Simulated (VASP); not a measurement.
Input of a VASP 6.6.1 run:

Contents of POSCAR:

```
Si
1.0
    0.0000000000      2.7218511865      2.7218511865
    2.7218511865      0.0000000000      2.7218511865
    2.7218511865      2.7218511865      0.0000000000
Si
2
Direct
    0.5000000000      0.5000000000      0.5000000000
    0.7500000000      0.7500000000      0.7500000000
```

Contents of INCAR.step1:

```
ALGO = Normal
EDIFF = 1E-4
ENCUT = 520
GGA = PE
ISMEAR = -1
LASPH = T
LCHARG = F
LREAL = F
LWAVE = T
NBANDS = 11
NELM = 100
PREC = Accurate
SIGMA = 0.15
```

File INCAR.step2:

```
ALGO = Normal
EDIFF = 1E-6
ENCUT = 520
ISIF = 2
ISMEAR = -1
ISTART = 1
LASPH = T
LCHARG = F
LMIXTAU = T
LREAL = F
LWAVE = F
METAGGA = R2SCAN
NBANDS = 11
NELM = 100
PREC = Accurate
SIGMA = 0.15
```

KPOINTS

```
k-points
0
Gamma
  8 8 8
```

Potentials or basis: VASP PAW PBE potentials, release 64 (Si).

Run with:

```console
$ cat potpaw_PBE.64/Si/POTCAR > POTCAR
$ cp INCAR.step1 INCAR
$ mpirun -np 1 vasp_std > vasp.out
$ cp INCAR.step2 INCAR
$ mpirun -np 1 vasp_std > vasp.out
```

(1) Estimate the band gap on the k mesh.

(2) Predict the pressure.

Results:

(1) 0.83 eV, indirect (least direct gap 2.76 eV).

(2) -0.2 GPa.

Caveat: the PAW data sets were made with another functional, which shifts forces and pressure a little.
